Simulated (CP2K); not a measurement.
Crystal: In.

```
In
1.0
     3.33548    0.00000    0.00000
    -1.66774    2.88861    0.00000
     0.00000    0.00000    5.50914
In
2
Direct
  0.66667 0.33333 0.75000
  0.33333 0.66667 0.25000
```

This isn't the form of In at room conditions, which is tetragonal.

* Program: CP2K 2026.2
* Task: single point
* Functional: PBE
* Potentials or basis: POTENTIAL_UZH In GTH-PBE-q13; TZVP-MOLOPT-PBE-GTH basis
* Density cutoff: 6123 eV
* k mesh: 9 × 9 × 5
* Occupations: fermi-dirac, width 0.05 eV
* Spin: no spin polarisation

On this cell: pressure 1.8 GPa; largest force under 0.003 eV/Å; band gap on the k mesh none (metal or under the smearing width).

The same run follows on a disturbed copy (atoms moved at random, drawn with an rms of 0.05 Å):

```
In
1.0
     3.33548    0.00000    0.00000
    -1.66774    2.88861    0.00000
     0.00000    0.00000    5.50914
In
2
Direct
  0.67002 0.33591 0.74904
  0.32037 0.68022 0.25626
```

**Question.** What changes?

**Answer.** The energy (extrapolated to zero smearing) moves by +1.6 meV/atom; pressure 1.8 GPa; largest force 0.118 eV/Å; band gap on the k mesh none (metal or under the smearing width).

Forces in eV/Å, atoms in the order of the input:
```
In  -0.015  0.008  0.117
In   0.016 -0.006 -0.117
```

Stress tensor (GPa, compression positive):
```
 1.82  0.18 -0.02
 0.18  1.99  0.01
-0.02  0.01  1.64
```

Caveats: the basis of atomic orbitals isn't converged, which shifts pressures, moduli and gaps.
